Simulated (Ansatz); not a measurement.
## MoP under strong compression

```
Mo P
1.0
     3.23800    0.00000    0.00000
    -1.61900    2.80419    0.00000
     0.00000    0.00000    3.17591
Mo P
1 1
Direct
  0.00000 0.00000 0.00000
  0.33333 0.66667 0.50000
```

The base volume is that of a database entry, with shape and atoms relaxed on PAW files at held volume, so it needn't be at zero pressure; the structure needn't be the stable phase, at rest or compressed.

Its volume is scaled, and at each volume shape and atoms are relaxed on PAW files; all methods then take that cell.

All numbers are LDA results (scalar-relativistic) from Ansatz 0.2.0, with a Γ-centred 13×13×11 k mesh, Fermi–Dirac smearing of 0.05 eV, no spin polarisation. Methods: LAPW: all electrons, basis error target 1 meV/atom; PAW: frozen-core files, cutoff 420 eV.

Energies are extrapolated to zero smearing and count from the unscaled cell; pressure is positive in compression; gaps take the mesh and a band path. No temperature or zero-point motion is included.

The PAW files were made under PBE.

```tsv
V/V0	V (Å³/atom)	P LAPW (GPa)	ΔE LAPW (eV/atom)	P PAW − LAPW (GPa)	ΔE PAW − LAPW (meV/atom)	space group	shortest distance (Å)
1.00	14.42	-7.78	0.000	-0.10	0.0	P-6m2	?
0.90	12.98	19.88	0.043	-0.13	-0.9	P-6m2	?
0.65	9.37	218.1	2.202	-0.34	-5.4	P-6m2	2.149
```

Question: Fill in "shortest distance (Å)" for the row "0.90".

Answer: 2.373.

Question: Give the missing entry: row "1.00", column "shortest distance (Å)".

Answer: 2.453.

Question: From the table, what is the rise of the enthalpy H = E + pV up to the last row, and how stiff is the crystal between the last two rows?

Answer: ΔH = 2.202 eV + (218.1 GPa × 9.37 Å³ + 7.78 GPa × 14.42 Å³) × 0.006242 eV/(GPa·Å³) = 15.66 eV/atom, of which pV makes 86 %. The mean bulk modulus there is −ΔP/Δln V = 609 GPa.

Question: How do the Löwdin populations by LAPW change from the unscaled cell to the last row?

Answer: Mo 4s 1.95 → 1.89, Mo 4d 5.54 → 6.04, P 3s 1.41 → 1.20, P 3p 3.47 → 3.26 electrons an atom. These are projections on the shells that the free atoms fill; 0.15 e a cell lies outside them at the start and 0.19 e at the end.
